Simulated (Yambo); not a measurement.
BeTe in Yambo: convergence with bands in self energy

Crystal: BeTe.

```xyz
2
Lattice="0.0000 2.7700 2.7700 2.7700 0.0000 2.7700 2.7700 2.7700 0.0000" Properties=species:S:1:pos:R:3 pbc="T T T"
Te    4.1550    4.1550    4.1550
Be    0.0000    0.0000    0.0000
```

| Item | Value |
| --- | --- |
| Program | Yambo 5.3.0 |
| Task | G0W0 quasiparticle levels |
| Functional | PBEsol |
| Potentials or basis | PseudoDojo 0.4.1 SR PBEsol standard |
| Cutoff | 1197 eV |
| Density cutoff | 4789 eV |
| k mesh | 6 × 6 × 6 |
| Occupations | fixed |
| Spin | no spin polarisation |
| k mesh of the self-consistent run | 8 × 8 × 8 |
| Random integration of the Coulomb term | yes |
| Direction of the field or of q to 0 | x + y + z |
| Broadening | 0.1 eV |
| States corrected | Γ and the k points of the band edges |
| Frequency dependence of W | plasmon pole |
| Terminator of the band sum in the self-energy | none |
| Quasiparticle equation | linearised (Newton) |
| Imaginary frequency of the plasmon-pole fit | 27.2114 eV |
| Bands in the response | 160 |
| Bands in the self-energy | 30 |
| Cutoff of the response matrix | 6 Ry |
| Cutoff of exchange and Vxc | 88 Ry |
| Bands corrected (first, last) | [10, 11] |

These are the settings of the first run; the series varies bands in self energy, with any setting tied to it.

| bands in self energy | quasiparticle gap at the points computed (eV) |
| --- | --- |
| 30 | 2.867 |
| 50 | 2.966 |
| 160 | 3.014 |

Against the tightest run, the quasiparticle gap at the points computed stays within 0.05 eV from 50 on. The tightest run that finished is the yardstick and may itself not be fully converged.

Caveat, for the tightest run too: the potentials hold a filled d shell without the s and p states of that shell, which can shift GW gaps by tenths of an eV, either way; this version prints the column dSc/dw multiplied by 27.2; spin-orbit coupling is left out, which moves the levels of the heavy elements.
